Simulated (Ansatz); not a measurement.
**Co under changes of volume**

One of the cells (10.688 Å³/atom); the others are scaled copies at fixed shape and fractional positions:

```
CELL_PARAMETERS angstrom
2.47056 0.00000 0.00000
-1.23528 2.13957 0.00000
0.00000 0.00000 8.08823
ATOMIC_POSITIONS crystal
Co 0.66667 0.33333 0.75000
Co 0.00000 0.00000 0.50000
Co 0.33333 0.66667 0.25000
Co 0.00000 0.00000 0.00000
```

- Program: Ansatz 0.2.0
- Functional: SVWN5
- Potentials or basis: Ansatz PAW
- Cutoff: 420 eV (not typed: the program's choice for these potentials)
- k mesh: 12 × 12 × 4
- Occupations: fermi-dirac, width 0.05 eV
- Spin: collinear spin, ferromagnetic start
- Starting moments: [2.0, 2.0, 2.0, 2.0] μB

| volume (Å³/atom) | energy over the lowest point (meV/atom) | pressure (GPa) | moment (μB per cell) |
| --- | --- | --- | --- |
| 10.047 | 0.00 | -0.9 | 6.05 |
| 10.261 | 4.98 | -6.2 | 6.14 |
| 10.475 | 16.52 | -10.8 | 6.24 |
| 10.688 | 33.69 | -14.7 | 6.36 |
| 10.902 | 55.70 | -18.2 | 6.48 |
| 11.116 | 82.03 | -21.4 | 6.58 |
| 11.330 | ? | ? | ? |

Problem. What does the run at 11.330 Å³/atom give?

Solution. Energy over the lowest point 112.42 meV/atom; pressure -24.2 GPa; moment 6.65 μB per cell.

Worked out: A Birch-Murnaghan fit of order 3 (a polynomial in V^(-2/3)) to the other rows has its minimum at 10.01 Å³/atom, just outside them, with B0 = V·E''(V) = 272 GPa and B' = 5.7 at fixed shape and positions, which overstates the stiffness. It gives 111.92 meV/atom at 11.330 Å³/atom, against the run's 112.42, and -dE/dV = -23.6 GPa, against -24.2. A parabola through the other rows of the moment, of slope 0.583 μB per Å³/atom there, extrapolates to 6.71 μB, against the run's 6.65.

Energies are extrapolated to zero smearing.

Caveats: the PAW data sets come from PBE, with cores solved anew for the run's functional, which leaves a small shift of forces and pressure.
